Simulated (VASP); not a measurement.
Input of a VASP 6.6.1 run:

INCAR

```
  PREC = Accurate
  ENCUT = 520
  EDIFF = 1E-6
  ISMEAR = 0
  SIGMA = 0.05
  LREAL = F
  LASPH = T
  NELM = 100
  ALGO = Normal
  ISIF = 2
  LWAVE = F
  LCHARG = F
  GGA = CA
  NBANDS = 24
```

KPOINTS

```
regular mesh
0
Gamma
  6 6 6
```

File POSCAR:

```
KMgF3
1.0
    3.9859000000     -0.0199295000      0.0000000000
   -0.0199295000      3.9859000000      0.0000000000
    0.0000000000      0.0000000000      3.9859000000
K Mg F
1 1 3
Direct
    0.5000000000      0.5000000000      0.5000000000
    0.0000000000      0.0000000000      0.0000000000
    0.5000000000      0.0000000000      0.0000000000
    0.0000000000      0.5000000000      0.0000000000
    0.0000000000      0.0000000000      0.5000000000
```

Potentials or basis: VASP PAW LDA potentials, release 64 (K_sv, Mg, F).

The run is started by

```console
$ cat potpaw_LDA.64/K_sv/POTCAR potpaw_LDA.64/Mg/POTCAR potpaw_LDA.64/F/POTCAR > POTCAR
$ mpirun -np 1 vasp_std > vasp.out
```

Task: Predict the pressure.

Result: -5.3 GPa.

Task: Estimate the band gap on the k mesh.

Result: 6.95 eV, indirect (least direct gap 7.26 eV).

Stress tensor (GPa, compression positive):
```
-5.25  0.45  0.00
 0.45 -5.25  0.00
 0.00  0.00 -5.25
```

A k mesh can miss the band edges.
